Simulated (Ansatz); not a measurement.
GaAs:

```
As Ga
1.0
     0.00000    2.82685    2.82685
     2.82685    0.00000    2.82685
     2.82685    2.82685    0.00000
As Ga
1 1
Cartesian
  4.2403 4.2403 4.2403
  0.0000 0.0000 0.0000
```

Base run:

| Quantity | Value |
| --- | --- |
| Program | Ansatz 0.2.0 |
| Functional | PBE |
| Potentials or basis | all-electron PAW datasets made for the crystal |
| Cutoff | 220 eV (chosen from the basis error) |
| k mesh | 6 × 6 × 6 |
| Occupations | fermi-dirac, width 0.05 eV |
| Spin | no spin polarisation |

Its results: band gap on the k mesh 0.52 eV, direct; pressure 3.3 GPa.

Q: The run is repeated on the same cell with these changes: functional from PBE to PBE0; cutoff from 220 eV (chosen from the basis error) to 360 eV (chosen from the basis error). What comes out?

A: Band gap on the k mesh 2.02 eV, direct; pressure 1.0 GPa.

PBE0 gives the wider gap, since exact exchange removes part of the self-interaction.

A k mesh can miss the band edges.

The runs don't all hold the same shells in valence.
